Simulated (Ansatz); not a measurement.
ZnS:

```
CELL_PARAMETERS angstrom
0.00000 2.70200 2.70200
2.70200 0.00000 2.70200
2.70200 2.70200 0.00000
ATOMIC_POSITIONS crystal
Zn 0.75000 0.75000 0.75000
S 0.00000 0.00000 0.00000
```

```yaml
Program: Ansatz 0.2.0
Task: relaxation of cell and atoms
Functional: PBEsol
Dispersion: D3(BJ)
Potentials_or_basis: all-electron LAPW, scalar-relativistic
Basis_error_allowed: 0.001 eV/atom
k_mesh: 9 × 9 × 9
Occupations: fermi-dirac, width 0.05 eV
Spin: no spin polarisation
```

At the start: volume 19.73 Å³/atom.

Problem. How do energy, volume and symmetry change on relaxing?

Solution. Over 5 steps the energy falls by 13.7 meV/atom and the volume is 18.69 Å³/atom (-5.3 %); space group F-43m (No. 216, to 0.05 Å).

The path:
| step | energy change (eV) | largest force (eV/Å) | volume (Å³) |
| --- | --- | --- | --- |
| 1 | 0.0000 | 0.0000 | 39.45 |
| 2 | -0.0226 | 0.0000 | 38.23 |
| 3 | -0.0274 | 0.0000 | 37.30 |
| 4 | -0.0275 | 0.0000 | 37.38 |
| 5 | -0.0275 | 0.0000 | 37.38 |

Final structure:
```
CELL_PARAMETERS angstrom
0.00000 2.65386 2.65386
2.65386 0.00000 2.65386
2.65386 2.65386 0.00000
ATOMIC_POSITIONS crystal
Zn 0.75000 0.75000 0.75000
S 0.00000 0.00000 0.00000
```
